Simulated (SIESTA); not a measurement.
The system is Al2O3 (Corundum).

```
CELL_PARAMETERS angstrom
2.38025 1.37424 4.33187
-2.38025 1.37424 4.33187
0.00000 -2.74848 4.33187
ATOMIC_POSITIONS crystal
Al 0.85216 0.85216 0.85216
Al 0.64784 0.64784 0.64784
Al 0.14784 0.14784 0.14784
Al 0.35216 0.35216 0.35216
O 0.05668 0.75000 0.44332
O 0.75000 0.44332 0.05668
O 0.44332 0.05668 0.75000
O 0.94332 0.25000 0.55668
O 0.25000 0.55668 0.94332
O 0.55668 0.94332 0.25000
```

Program: SIESTA 5.4.2. Alike in all runs: task band structure; no spin polarisation; cell as given; k mesh 7 × 7 × 7; smearing fermi-dirac 0.05 eV; grid cutoff 800 Ry.

**Question.** Order these runs on this cell by their pressure, lowest first.
A. level PBEsol; potentials or basis PseudoDojo 0.4 standard (PBEsol files), DZP (energy shift 0.003 Ry); energy shift 0.003 Ry
B. level PBE; potentials or basis PseudoDojo 0.4 standard (PBE files), TZP (energy shift 0.01 Ry); energy shift 0.01 Ry
C. level PBE; potentials or basis PseudoDojo 0.4 standard (PBE files), SZ (energy shift 0.003 Ry); energy shift 0.003 Ry

**Answer.** A (3.3 GPa), B (7.7 GPa), C (33.4 GPa).

Caveats: the basis of atomic orbitals isn't converged, which shifts pressures, moduli and gaps; the basis has no polarisation orbitals (some runs); a pressure of tens of GPa on the cell as given is suspect, and the run, the potentials or the cell itself is likely at fault (some runs).
